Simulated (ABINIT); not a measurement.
**Zr in ABINIT: the effect of functional**

Crystal: Zr.

```xyz
2
Lattice="3.2320 0.0000 0.0000 -1.6160 2.7990 0.0000 0.0000 0.0000 5.1470" Properties=species:S:1:pos:R:3 pbc="T T T"
Zr    1.6160    0.9330    3.8603
Zr    0.0000    1.8660    1.2868
```

Alike in all runs:

* Program: ABINIT 10.8.3 (patched build)
* Task: single point
* Potentials or basis: JTH PAW PBE v2.0
* Cutoff: 544 eV
* k mesh: 9 × 9 × 5
* Occupations: fermi-dirac, width 0.05 eV
* Spin: no spin polarisation

**Question.** One run gave: pressure 1.9 GPa. Which functional did it use?
A. BLYP
B. SCAN
C. revPBE
D. LDA
E. r2SCAN

**Answer.** C.

```tsv
functional	pressure (GPa)
LDA	-6.2
PBEsol	-3.4
RPBE	2.5
BLYP	3.4
AM05	-3.3
r2SCAN	0.7
SCAN	0.0
revPBE	1.9
PW91	-0.1
WC	-3.2
```

Caveats: the PAW data sets were made with another functional, which shifts forces and pressure a little.

Runs at the PBE level aren't shown here.
